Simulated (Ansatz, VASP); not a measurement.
# B in VASP and in Ansatz

```xyz
1
Lattice="1.9647 0.0000 0.0000 0.0000 1.9647 0.0000 0.0000 0.0000 1.9647" Properties=species:S:1:pos:R:3 pbc="T T T"
B     0.0000    0.0000    0.0000
```

Alike in both runs: task single point; functional revPBE; k mesh 18 × 18 × 18; occupations fermi-dirac, width 0.1 eV; no spin polarisation.

```csv
,VASP,Ansatz
version,VASP 6.6.1,Ansatz 0.2.0
potentials or method,"VASP PAW PBE potentials, release 64 (B)","plane waves (420 eV) with PAW, scalar-relativistic"
plane-wave cutoff (eV),520,420
valence electrons in the cell,3,3
```

Ansatz gave:

| Quantity | Value |
| --- | --- |
| pressure (GPa) | -20.5 |

**Question.** What did VASP give for the same quantities?

**Answer.** Pressure (GPa): -20.6.

Caveats: so large a pressure means that the cell lies far from this level's equilibrium, or that cutoff or potentials fall short (VASP); the potentials were made for another functional, which shifts forces and pressure (VASP).
